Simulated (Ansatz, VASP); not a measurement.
## AlN: VASP beside Ansatz

```
CELL_PARAMETERS angstrom
3.35490 0.00000 0.00000
-1.67745 2.90543 0.00000
0.00000 0.00000 4.69010
ATOMIC_POSITIONS crystal
Al 0.33333 0.66667 0.75000
Al 0.66667 0.33333 0.25000
N 0.33333 0.66667 0.25000
N 0.66667 0.33333 0.75000
```

Alike in both runs: task single point; functional PBE; k mesh 9 × 9 × 6; occupations gaussian, width 0.05 eV; no spin polarisation.

|  | VASP | Ansatz |
| --- | --- | --- |
| version | VASP 6.6.1 | Ansatz 0.2.0 |
| potentials or method | VASP PAW PBE potentials, release 64 (Al, N) | scalar-relativistic, plane waves, PAW |
| plane-wave cutoff (eV) | 520 | 520 |
| valence electrons in the cell | 16 | 16 |

```csv
,VASP,Ansatz,Ansatz less VASP
gap on the k mesh at the Fermi level (eV),1.96,1.95,-0.006
least direct gap on the mesh (eV),1.96,1.95,-0.006
pressure (GPa),-17.7,-17.6,+0.14
largest component of the traceless stress (GPa),0.15,0.21,+0.064
```

Caveats: so large a pressure means that the cell lies far from this level's equilibrium, or that cutoff or potentials fall short (VASP). As with any semilocal functional, this PBE gap is likely too small.
